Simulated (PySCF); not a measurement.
C:

```xyz
2
Lattice="0.0000 1.7834 1.7834 1.7834 0.0000 1.7834 1.7834 1.7834 0.0000" Properties=species:S:1:pos:R:3 pbc="T T T"
C     2.6751    2.6751    2.6751
C     1.7834    1.7834    1.7834
```

This isn't the form of C at room conditions, which is graphite.

Base run:

```yaml
Program: PySCF 2.14.0
Functional: PBE
Potentials_or_basis: DZVP-MOLOPT-SR/GTH-PBE (potentials made for PBE)
k_mesh: 13 × 13 × 13
Occupations: fermi-dirac, width 0.05 eV
Spin: no spin polarisation
```

Its results: band gap on the k mesh 4.29 eV, indirect (least direct gap 5.61 eV).

Task: The run is repeated on the same cell with these changes: functional from PBE to PBEsol. What comes out?

Result: Band gap on the k mesh 4.12 eV, indirect (least direct gap 5.54 eV).

Caveats: an odd mesh through Γ misses points on the zone boundary, where band edges often lie; the basis of atomic orbitals isn't converged, which shifts pressures, moduli and gaps.

Not every run made on this cell is shown here.
